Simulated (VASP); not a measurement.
Input of a VASP 6.6.1 run:

Contents of INCAR:

```
SYSTEM = GaAs
PREC = Accurate
ENCUT = 520
EDIFF = 1E-7
ISMEAR = -1
SIGMA = 0.05
LREAL = .FALSE.
LASPH = .TRUE.
NELM = 100
ALGO = Normal
ISIF = 2
LWAVE = .FALSE.
LCHARG = .FALSE.
GGA = PE
NBANDS = 16
```

The input KPOINTS:

```
regular mesh
0
G
  7 7 10
  0 0 0
```

POSCAR

```
GaAs
1.0
    3.8101400000      0.0000000000      0.0000000000
    0.0000000000      3.8101400000      0.0000000000
    0.0000000000      0.0000000000      2.7389100000
Ga As
1 1
Direct
    0.5000000000      0.5000000000      0.5000000000
    0.0000000000      0.0000000000      0.5000000000
```

Potentials or basis: VASP PAW PBE potentials, release 64 (Ga_d, As).

The run is started by

```sh
$ cat potpaw_PBE.64/Ga_d/POTCAR potpaw_PBE.64/As/POTCAR > POTCAR
$ mpirun -np 1 vasp_std > vasp.out
```

What does it give for the pressure?

0.3 GPa.

What does it give for the band gap on the k mesh?

None (metal or under the smearing width).

Stress tensor (GPa, compression positive):
```
 1.78  0.00  0.00
 0.00  1.78  0.00
 0.00  0.00 -2.80
```
